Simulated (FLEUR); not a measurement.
**BaTiO3 under changes of volume**

One of the cells (12.856 Å³/atom); the others are scaled copies at fixed shape and fractional positions:

```
CELL_PARAMETERS angstrom
3.99980 0.00000 0.00000
0.00000 3.99980 0.00000
0.00000 0.00000 4.01800
ATOMIC_POSITIONS crystal
Ba 0.00000 0.00000 0.00000
Ti 0.50000 0.50000 0.49000
O 0.00000 0.50000 0.51700
O 0.50000 0.00000 0.51700
O 0.50000 0.50000 0.01900
```

| Property | Result |
| --- | --- |
| Program | FLEUR MaX-R8.1 (later development tree) |
| Functional | Wu-Cohen GGA |
| Potentials or basis | all-electron |
| Basis | FLAPW |
| Kmax | 5.04 1/bohr |
| k mesh | 7 × 7 × 7 |
| Occupations | fermi-dirac, width 0.05 eV |
| Spin | no spin polarisation |

```tsv
volume (Å³/atom)	energy over the lowest point (meV/atom)	gap on the mesh (eV)
12.085	9.09	2.01
12.342	0.00	1.97
12.856	?	?
13.371	22.79	1.79
13.628	40.16	1.75
```

What does the run at 12.856 Å³/atom give?

Energy over the lowest point 0.89 meV/atom; gap on the mesh 1.88 eV.

Worked out: A Birch-Murnaghan fit of order 2 (a polynomial in V^(-2/3)) to the other rows has its minimum at 12.58 Å³/atom with B0 = V·E''(V) = 178 GPa at fixed shape and positions, which overstates the stiffness. It gives 0.86 meV/atom at 12.856 Å³/atom, against the run's 0.89. A straight line through the other rows of the gap, of slope -2.19 eV per unit of ln V, gives 1.88 eV, against the run's 1.88.

Energies are extrapolated to zero smearing.

Caveats: the plane-wave cutoff is short for the semicore states, which can make moduli rough; spin-orbit coupling is left out, which moves the levels of the heavy elements; an odd mesh through Γ misses points on the zone boundary, where band edges often lie.
